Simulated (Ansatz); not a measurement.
Level of theory: DFT PBE, scalar-relativistic, plane waves, PAW in Ansatz. Settings: cutoff 420 eV, Γ-centred meshes spaced at most about 0.3 Å⁻¹, and about 0.25 Å⁻¹ or finer for metals (2π included), Gaussian smearing. No spin polarisation.

Each guess is relaxed in cell and atoms at zero pressure, on a coarse mesh first where it starts far from rest and then on a converged one. The steps can't lower the symmetry of the start, but it can rise. Energies are static (0 K, no zero-point motion).

Two unrelaxed guesses for Be2Se:

A.

```cif
data_structure
_symmetry_space_group_name_H-M 'P4/mmm'
_symmetry_Int_Tables_number 123
_cell_length_a 2.8548
_cell_length_b 2.8548
_cell_length_c 10.1662
_cell_angle_alpha 90.000
_cell_angle_beta 90.000
_cell_angle_gamma 90.000
_cell_volume 82.85
loop_
_atom_site_label
_atom_site_type_symbol
_atom_site_symmetry_multiplicity
_atom_site_Wyckoff_symbol
_atom_site_fract_x
_atom_site_fract_y
_atom_site_fract_z
_atom_site_occupancy
Be1 Be 2 g 0.00000 0.00000 0.81518 1
Be2 Be 1 b 0.00000 0.00000 0.50000 1
Be3 Be 1 c 0.50000 0.50000 0.00000 1
Se1 Se 2 h 0.50000 0.50000 0.33637 1
```

B.

```cif
data_structure
_symmetry_space_group_name_H-M 'P-3m1'
_symmetry_Int_Tables_number 164
_cell_length_a 4.0301
_cell_length_b 4.0301
_cell_length_c 2.8116
_cell_angle_alpha 90.000
_cell_angle_beta 90.000
_cell_angle_gamma 120.000
_cell_volume 39.55
loop_
_atom_site_label
_atom_site_type_symbol
_atom_site_symmetry_multiplicity
_atom_site_Wyckoff_symbol
_atom_site_fract_x
_atom_site_fract_y
_atom_site_fract_z
_atom_site_occupancy
Be1 Be 2 d 0.33333 0.66667 0.51482 1
Se1 Se 1 a 0.00000 0.00000 0.00000 1
```

Question: Where do they end, and which end is lower?

Answer: B ends lower, by 89 meV/atom. A: P4/mmm at 13.8 Å³/atom → P4/mmm at 13.0 Å³/atom; B: P-3m1 at 13.2 Å³/atom → P-3m1 (anti-cadmium iodide type) at 14.0 Å³/atom. Counting Se atoms around Be (those within 1.25 times the shortest such distance or 1.15 times the sum of covalent radii; the shortest distance is added where it is long for a bond; a slash parts the counts of unlike sites), the end of A has Be 2/4/8 from 2.8 Å and the end of B has Be 3. End of A. Conventional cell: a = 3.245 Å, c = 7.400 Å. Around Be on a site of symmetry 4mm lie 1 Be at 2.19 Å, 4 Se at 2.54 Å and 5 Be at 2.54–2.61 Å; Be on a site of symmetry 4/mmm is surrounded by 2 Be at 2.61 Å, 8 Se at 2.75 Å and 4 Be at 3.25 Å; Se is surrounded by 1 Be at 2.18 Å, 4 Be at 2.54 Å and 4 Be at 2.75 Å; 1 more site not described. End of B. Conventional cell: a = 3.349 Å, c = 4.315 Å. Be has 3 Se at 2.36 Å and 3 Be at 2.53 Å; Se is surrounded by 6 Be at 2.36 Å.

Cells without such a test can be saddle points. Shaken at random and relaxed again, the end of B falls into a cell with space group C2/m (No. 12), 0.42 eV/atom lower and the lowest form computed, so it is a saddle point or a shallow minimum. Even the lowest of the cells shown lies +0.30 eV/atom against the elements. Some structure types and database cells were kept out of the candidates from the start, so a known form may be missing.
